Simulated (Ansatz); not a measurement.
# Re: response to strain

Aim: deform Re (zz strain of +2 %) and compute stress, forces and field gradients with LAPW, PAW and all-electron datasets made for the crystal.

Computed with Ansatz 0.2.0 (DFT PBE, scalar-relativistic, unless a step's input says otherwise).

### 1 The starting structure

It takes space group Fm-3m (No. 225, cubic). The conventional cell has a = 3.950 Å, b = 3.950 Å, c = 3.950 Å, α = 90.00°, β = 90.00°, γ = 90.00°. Re (site symmetry m-3m) has 12 Re at 2.79 Å as nearest neighbours.

Coordinates:

```xyz
1
Lattice="0.0000 1.9750 1.9750 1.9750 0.0000 1.9750 1.9750 1.9750 0.0000" Properties=species:S:1:pos:R:3 pbc="T T T"
Re    0.0000    0.0000    0.0000
```

### 2 The deformed structure

Space group Fm-3m before, I4/mmm after.

### 3 LAPW, all electrons

The input, input.yaml:

```yaml
crystal:
  lattice:
    - [0.0, 1.975, 2.0145]
    - [1.975, 0.0, 2.0145]
    - [1.975, 1.975, 0.0]
  atoms:
    - { symbol: Re, position: [0.0, 0.0, 0.0] }
kpoints:
  mp_grid: { grid: [14, 14, 14] }
  band_path:
    path:
      - [0.0, 0.0, 0.0]
      - [0.0, 0.5, 0.5]
      - [0.25, 0.75, 0.5]
      - [0.0, 0.5, 0.0]
      - [0.0, 0.0, 0.0]
      - [0.5, 0.5, 0.0]
      - [0.3701460977, 0.6298539023, 0.0]
      - [-0.3701460977, 0.3701460977, 0.0]
      - [0.0, 0.0, 0.0]
    npoints: 5
scf:
  occupations: { method: fermi_dirac, width: 0.03 }
hamiltonian:
  xc: pbe
  pseudopotentials: { kind: all_electron, lapw: { basis_error: 0.001 } }
output:
  forces: true
  stress: true
  eigenvalues: true
```

Launch:

```sh
ansatz run input.yaml --threads 1 --pin off --max-ram 3072MiB --backend cpu --events-out ev --progress --plain --runs-dir out
```

### 4 PAW on the default files

The input, input.yaml:

```yaml
crystal:
  lattice:
    - [0.0, 1.975, 2.0145]
    - [1.975, 0.0, 2.0145]
    - [1.975, 1.975, 0.0]
  atoms:
    - { symbol: Re, position: [0.0, 0.0, 0.0] }
kpoints:
  mp_grid: { grid: [14, 14, 14] }
scf:
  occupations: { method: fermi_dirac, width: 0.03 }
hamiltonian:
  xc: pbe
  pseudopotentials: { kind: paw }
output:
  forces: true
  stress: true
  eigenvalues: true
  efg: { contact_densities: true }
```

### 5 All-electron PAW on datasets made for the crystal

Changes to input.yaml since step 4:

```diff
@@ -13,3 +13,3 @@
   xc: pbe
-  pseudopotentials: { kind: paw }
+  pseudopotentials: { kind: all_electron, datasets: crystal }
 output:
```

(Steps that only read results are left out.)

**Question.** What will these runs give? Wanted: pressure; largest shear or deviatoric stress.

**Answer**, as computed:

| quantity | value |
| --- | --- |
| pressure | LAPW -15.05, PAW -15.17, crystal datasets -15.05 GPa |
| largest shear or deviatoric stress (LAPW) | 2.74 GPa |

What this shows: The largest part of the stress beyond the pressure is 2.74 GPa in size, in the zz component. No run of the undeformed cell stands beside it, so the pressure holds what the given cell had before the change. PAW: stress within 0.13 GPa of LAPW. Crystal datasets: stress within 0.01 GPa of LAPW. Spin-orbit coupling is left out, though the cell holds Re; in elements this heavy it can shift bands and gaps by tenths of an eV.
